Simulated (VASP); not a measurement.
Input of a VASP 6.6.1 run:

Contents of INCAR:

```
SYSTEM = Li16H
PREC     = Accurate       ! precision mode
ENCUT    = 520            ! plane-wave cutoff, eV
EDIFF    = 1E-7           ! SCF threshold, eV
ISMEAR   = -1             ! smearing method
SIGMA    = 0.15           ! smearing width, eV
LREAL    = Auto         
LASPH    = .TRUE.         ! aspherical terms in the spheres
NELM     = 60             ! most SCF steps
ALGO     = Fast           ! electronic algorithm
ISIF     = 2              ! what is computed and relaxed
LWAVE    = .FALSE.        ! write WAVECAR
LCHARG   = .FALSE.        ! write CHGCAR
NBANDS   = 38             ! bands
```

File KPOINTS:

```
Automatic mesh
0
G
  3 3 3
  0 0 0
```

The input POSCAR:

```
Li16H
1.0
    6.9800000000      0.0000000000      0.0000000000
    0.0000000000      6.9800000000      0.0000000000
    0.0000000000      0.0000000000      6.9800000000
Li H
16 1
Direct
   -0.0083734368      0.0000084977      0.0101188854
    0.5083931372      0.0000079980      0.0102857796
    0.0059305797      0.5000226730     -0.0038968121
    0.0023408032      0.0000038609      0.5037506325
    0.2507014334      0.2556744674      0.2541905199
    0.4943413313      0.5000231647     -0.0039685541
    0.4966648039      0.0000027835      0.5051859003
    0.7501942812      0.2401453149      0.2391207361
   -0.0024732219      0.5000021211      0.4981072269
    0.2507018345      0.7443346621      0.2541921197
    0.2501159220      0.2476929396      0.7518887861
    0.5033147008      0.5000009445      0.4977823428
    0.7501936347      0.7598511696      0.2391181281
    0.7501219670      0.2519949063      0.7463312544
    0.2501147464      0.7523341649      0.7519003385
    0.7501208507      0.7479686999      0.7462816425
    0.7533904328      0.0001253317      0.1204740734
```

Potentials or basis: VASP PAW LDA potentials, release 64 (Li_sv, H).

The run is started by

```sh
$ cat potpaw_LDA.64/Li_sv/POTCAR potpaw_LDA.64/H/POTCAR > POTCAR
$ mpirun -np 1 vasp_std > vasp.out
```

Q: Predict the largest force.

A: 0.074 eV/Å.

Q: What does it give for the band gap on the k mesh?

A: None (metal or under the smearing width).

Forces on the atoms (eV/Å):
```
Li  -0.014  0.000 -0.017
Li   0.074  0.000  0.006
Li  -0.010  0.000  0.004
Li   0.004  0.000 -0.001
Li  -0.002 -0.008  0.002
Li   0.011  0.000  0.002
Li   0.003  0.000 -0.003
Li   0.002 -0.062 -0.007
Li  -0.003  0.000 -0.010
Li  -0.002  0.008  0.002
Li  -0.002 -0.006  0.011
Li   0.003  0.000 -0.007
Li   0.002  0.064 -0.008
Li   0.000  0.003 -0.001
Li  -0.001  0.006  0.011
Li   0.000 -0.002 -0.001
H   -0.064 -0.002  0.018
```
